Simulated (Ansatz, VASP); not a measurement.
**Two plane-wave programs on BiS**

```
Bi S
1.0
     3.57983    0.00000   -0.01790
     0.00000    3.57983    0.00000
    -0.01790    0.00000    3.57983
Bi S
1 1
Direct
  0.00000 0.00000 0.00000
  0.50000 0.50000 0.50000
```

Change from the starting cell: strain e5 = -0.01, atoms carried along.

Alike in both runs: task single point; functional PBE; k mesh 10 × 10 × 10; occupations gaussian, width 0.05 eV; no spin polarisation.

```csv
,VASP,Ansatz
version,VASP 6.6.1,Ansatz 0.2.0
potentials or method,"VASP PAW PBE potentials, release 64 (Bi_d, S)","scalar-relativistic, plane waves, PAW"
plane-wave cutoff (eV),520,420
valence electrons in the cell,21,21
```

|  | VASP | Ansatz | Ansatz less VASP |
| --- | --- | --- | --- |
| gap on the k mesh at the Fermi level (eV) | none | none | - |
| pressure (GPa) | -0.1 | 0.0 | +0.08 |

A gap of «none» marks a metal or a gap that the smearing closes. With one functional, cell and mesh, what is left measures potentials, basis and numerics.

Caveats: spin-orbit coupling is left out, which moves the levels of the heavy elements.
